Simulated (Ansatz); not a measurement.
Tetradymite Sb2Te3, treated with r²SCAN-D4 in Ansatz (plane waves, PAW).

Give the computed interlayer binding energy, layer repeat distance and gap between the layers.


* **interlayer binding energy**: 16.7 meV/Å²
* **layer repeat distance**: 10.370 Å
* **gap between the layers**: 3.028 Å

Spin–orbit coupling is not included; with these elements it can move the gap by several tenths of an eV or more.

The computed numbers hold no vibrational or temperature effects.

The result took roughly 9 core-minutes.

Ansatz is a quantum-chemistry and plane-wave program.
